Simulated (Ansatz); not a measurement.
Runs of Ansatz 0.2.0 on HfO2. Symmetry: Fm-3m, No. 225, cubic system. Conventional cell: a = 5.115 Å, b = 5.115 Å, c = 5.115 Å, α = 90.00°, β = 90.00°, γ = 90.00°. Hf (site symmetry m-3m) is surrounded by 8 O at 2.21 Å. O (site symmetry -43m) is surrounded by 4 Hf at 2.21 Å. Measurements of this composition are mostly on another form, of space group No. 14.

```tsv
task	level	potentials or basis	U	cell	points for each segment of the path	hubbard projectors	double counting	gap on the mesh (eV)	pressure (GPa)	relaxed volume (Å³/atom)
band structure	PBEsol+U	Ansatz PAW	Hf d U = 6 eV	as given	14	ortho-atomic (the default)	fll (the default)	4.81	(a)	-
relaxation of cell and atoms	RPBE	Ansatz PAW	-	relaxed	-	-	-	3.91	0.0	11.27
relaxation of cell and atoms	PBE+D4	Ansatz PAW	-	relaxed	-	-	-	(b)	0.0	10.89
relaxation of cell and atoms	PBEsol	Ansatz PAW	-	relaxed	-	-	-	3.81	0.0	(c)
```

Alike in all rows: no spin polarisation; k mesh 9 × 9 × 9; cutoff (eV) 420; smearing fermi-dirac 0.05 eV.

Question: Fill in the values left out.

Answer: (a) -1.0; (b) 3.89; (c) 10.69.

Caveats: spin-orbit coupling is left out, which moves the levels of the heavy elements; the PAW data sets come from PBE, with cores solved anew for the run's functional, which leaves a small shift of forces and pressure (some runs); the plane-wave basis is chosen anew once the cell has moved, so the energies of steps on either side of that aren't comparable (some runs); the k mesh misses the band edges, so the gap on the mesh is wider than the one along the path (some runs); the potentials were made for another functional, which shifts forces and pressure (some runs).

A k mesh can miss the band edges, and the runs leave out spin-orbit coupling on Hf.

Not every run made on this cell is shown here.
